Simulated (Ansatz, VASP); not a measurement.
# Zr2H2CO2 (Zr2C(OH)2 MXene monolayer): VASP beside Ansatz, part 2 of 2

One calculation is typed for both programs; each brings its own data sets. How far apart do they land? Of the first pair: The structure shown is the start of the Ansatz relaxation below; VASP solves that cell, so the two are compared at the walk's first step.

VASP 6.6.1 and Ansatz 0.2.0.

So far. Step 4 (Differences): The forces differ by 38 meV/Å r.m.s., which is 4.0 % of the r.m.s. force of 0.969 eV/Å (both taken over all components). With vacuum in the cell, a pressure given here is an average over mostly empty space and none of the material.

## 5. Ansatz: relaxation, PBE with D3(BJ)

Level of this step: Ansatz beside VASP: Kohn-Sham DFT, plane waves, PBE with D3(BJ) (Ansatz).

This run makes the geometry at which the two programs are then compared.

The structure compared here is the end of the Ansatz relaxation.

File input.yaml:

```yaml
crystal:
  lattice:
    - [3.289, 0.0, 0.0]
    - [-1.6445, 2.848357553, 0.0]
    - [0.0, 0.0, 24.9129467956]
  atoms:
    - { symbol: H, position: [0.3333333333, 0.6666666667, 0.3612579465] }
    - { symbol: O, position: [0.3333333333, 0.6666666667, 0.4005949229] }
    - { symbol: Zr, position: [0.6666666667, 0.3333333333, 0.4479085399] }
    - { symbol: C, position: [0.0, 0.0, 0.5] }
    - { symbol: Zr, position: [0.3333333333, 0.6666666667, 0.5520914601] }
    - { symbol: O, position: [0.6666666667, 0.3333333333, 0.5994050771] }
    - { symbol: H, position: [0.6666666667, 0.3333333333, 0.6387420535] }
  periodic: [true, true, false]
kpoints:
  mp_grid: { grid: [12, 12, 1] }
hamiltonian:
  xc: pbe
  dispersion: d3bj
scf:
  occupations: { method: fermi_dirac, width: 0.05 }
  convergence: { dr2_threshold: 1.0e-09 }
relax:
  f_tol: 0.004
  max_steps: 90
  cell: {}
output:
  write_potential: true
  write_density: true
  volumetric_format: npy
```

Launch:

```sh
ansatz run input.yaml --threads 4 --pin off --max-ram 6144MiB --backend cpu --events-out ev --progress --plain --runs-dir out
```

Numbers of over 12 decimals in the logs are rounded to 6 here.

What it wrote:

```text
[...]
SCF iter   2: F=—  HF=-9791.481273 eV  |F-HF|=—  |Δ(HF+E_count)|=   1.50e-6  Δρ=3.28e-5  dr2=2.37e-5  ethr=6.27e-8  ⟨swp⟩=2.2  Hψ=818  notcnv=0
[...]
SCF iter   8: F=-9791.481273 eV  HF=-9791.481273 eV  |F-HF|=4.00e-11  |Δ(HF+E_count)|=   4.82e-9  Δρ=3.00e-7  dr2=4.85e-10  ethr=2.38e-12  ⟨swp⟩=11.4  Hψ=3858  notcnv=0
[...]
- [3.290805, 0.0, 0]
    - [-1.645402, 2.849921, 0]
    - [0, 0, 37.625894]
  atoms:
    - { symbol: H, position: [0.333333, 0.666667, 0.236025] }
    - { symbol: O, position: [0.333333, 0.666667, 0.261882] }
    - { symbol: Zr, position: [0.666667, 0.333333, 0.298072] }
    - { symbol: C, position: [0, 0, 0.331061] }
    - { symbol: Zr, position: [0.333333, 0.666667, 0.364051] }
    - { symbol: O, position: [0.666667, 0.333333, 0.400241] }
    - { symbol: H, position: [0.666667, 0.333333, 0.426097] }
[key lines of the parts left out:]
SCF converged after 7 iterations
Free energy (F): -9791.481616 eV
Fermi energy:    -2.060092 eV
P = ½ c Tr σ = 0.0165 N/m
```

## 6. VASP: single point, PBE with D3(BJ), relaxed cell, pair 2

The same cell, functional, mesh and smearing now go to VASP, with its own data sets.

File INCAR:

```
SYSTEM = Zr2H2CO2
PREC = Accurate
ENCUT = 520
EDIFF = 1E-06
NELM = 120
ISMEAR = -1
SIGMA = 0.05
LREAL = .FALSE.
ALGO = Normal
GGA = PE
IVDW = 12
NBANDS = 28
LASPH = .TRUE.
LORBIT = 11
LWAVE = .FALSE.
LCHARG = .FALSE.
ISIF = 2
LDIPOL = .TRUE.
IDIPOL = 3
DIPOL = 0.5 0.5 0.331
LVHAR = .TRUE.
GGA_COMPAT = .FALSE.
NELMDL = -8
KPAR = 2
```

File POSCAR:

```
Zr2H2CO2
1.0
    3.2908048008      0.0000000000      0.0000000000
   -1.6454024004      2.8499205564      0.0000000000
    0.0000000000      0.0000000000     37.6258935886
H O Zr C
2 2 2 1
Direct
    0.3333333333      0.6666666667      0.2360249720
    0.6666666667      0.3333333333      0.4260974235
    0.3333333333      0.6666666667      0.2618816924
    0.6666666667      0.3333333333      0.4002407031
    0.6666666667      0.3333333333      0.2980718572
    0.3333333333      0.6666666667      0.3640505383
    0.0000000000      0.0000000000      0.3310611977
```

File KPOINTS:

```
Automatic mesh
0
Gamma
12 12 1
0 0 0
```

Potentials, in the order of the species: H, O, Zr_sv and C (PBE family, release 64).

Launch:

```sh
mpirun -np 2 vasp_std
```

What it wrote:

```text
[... set-up lines as in an earlier step ...]
 entering main loop
       N       E                     dE             d eps       ncg     rms          rms(c)
DAV:   1     0.427012496510E+03    0.42701E+03   -0.19416E+04  1296   0.118E+03
DAV:   2    -0.547980830953E+01   -0.43249E+03   -0.42294E+03  1400   0.327E+02
DAV:   3    -0.601446687122E+02   -0.54665E+02   -0.54275E+02  1544   0.111E+02
DAV:   4    -0.632582145720E+02   -0.31135E+01   -0.31049E+01  1704   0.258E+01
[...]
DAV:  24    -0.530039339012E+02   -0.66401E-05   -0.12731E-06  1012   0.310E-03    0.483E-04
DAV:  25    -0.530039363008E+02   -0.23997E-05   -0.40240E-07   940   0.145E-03    0.401E-04
DAV:  26    -0.530039371494E+02   -0.84852E-06   -0.10225E-07   876   0.700E-04
   1 F= -.54203531E+02 E0= -.54192020E+02  d E =-.230210E-01
```

Parts of OUTCAR (step 6):

```text
 Edisp (eV)   -1.19959

  Total      -0.00637    -0.00637     0.20967     0.00000    -0.00000     0.00000
  in kB      -0.02893    -0.02893     0.95195     0.00000    -0.00000     0.00000
  external pressure =        0.30 kB  Pullay stress =        0.00 kB

 POSITION                                       TOTAL-FORCE (eV/Angst)
 -----------------------------------------------------------------------------------
     -0.00000      1.89995      8.88065         0.000000      0.000000     -0.107291
      1.64540      0.94997     16.03230        -0.000000      0.000000      0.107291
     -0.00000      1.89995      9.85353        -0.000000     -0.000000      0.094283
      1.64540      0.94997     15.05941         0.000000      0.000000     -0.094283
      1.64540      0.94997     11.21522        -0.000000     -0.000000     -0.012431
     -0.00000      1.89995     13.69773         0.000000      0.000000      0.012431
      0.00000      0.00000     12.45647        -0.000000      0.000000     -0.000000
 -----------------------------------------------------------------------------------
    total drift:                                0.000000      0.000000     -0.000077

  FREE ENERGIE OF THE ION-ELECTRON SYSTEM (eV)
  ---------------------------------------------------
  free  energy   TOTEN  =       -54.2035305398 eV

  energy  without entropy=      -54.1805094924  energy(sigma->0) =      -54.19202002

[... 1 part as in an earlier step ...]

[... 2 further parts left out ...]
[key lines of the parts left out:]
E-fermi :   0.1510
```

## 7. Side by side

Forces (eV/Å; atoms numbered as in POSCAR):

```
atom        Ansatz x, y, z          VASP x, y, z
  H1   0.000, 0.000, 0.001  0.000, 0.000, -0.107
  H2  0.000, 0.000, -0.001   0.000, 0.000, 0.107
  O3  0.000, 0.000, -0.001   0.000, 0.000, 0.094
  O4   0.000, 0.000, 0.001  0.000, 0.000, -0.094
 Zr5   0.000, 0.000, 0.001  0.000, 0.000, -0.012
 Zr6  0.000, 0.000, -0.001   0.000, 0.000, 0.012
  C7   0.000, 0.000, 0.000   0.000, 0.000, 0.000
```

The forces differ by 45 meV/Å r.m.s., where the r.m.s. force is 0.000 eV/Å in Ansatz and 0.044 eV/Å in VASP: the atoms lie near their places of rest in Ansatz, so a percentage would say little (all taken over all components). With vacuum in the cell, a pressure given here is an average over mostly empty space and none of the material.

## 8. Results

| Item | Value |
| --- | --- |
| r.m.s. force difference (single point, PBE with D3(BJ), start cell, pair 1) | 4.0 % of the r.m.s. force |
| r.m.s. force difference (single point, PBE with D3(BJ), relaxed cell, pair 2) | 45 meV/Å |

In words: The r.m.s. force difference is 45 meV/Å (single point, PBE with D3(BJ), relaxed cell, pair 2), beyond the 12 meV/Å picked in this series as the mark of a large difference. What causes the difference of the single point, PBE with D3(BJ), start cell, pair 1 pair stays open here. What causes the difference of the single point, PBE with D3(BJ), relaxed cell, pair 2 pair stays open here. Such differences can come from data sets, numerical settings and the points named under the comparisons, not from the functional's error against experiment.

[Lines on the potential files, build, host, timing and source positions are cut from VASP's logs without a mark.]

[Logs are printed without paths, hosts, clocks, repeated set-up lines and the standing remarks that a program may print on its own settings, such as how far it seeks lower states.]

[Hosts, paths, dates, database ids (printed as entryN), source tags and the programs' standing remarks are cut or masked in the printed files.]
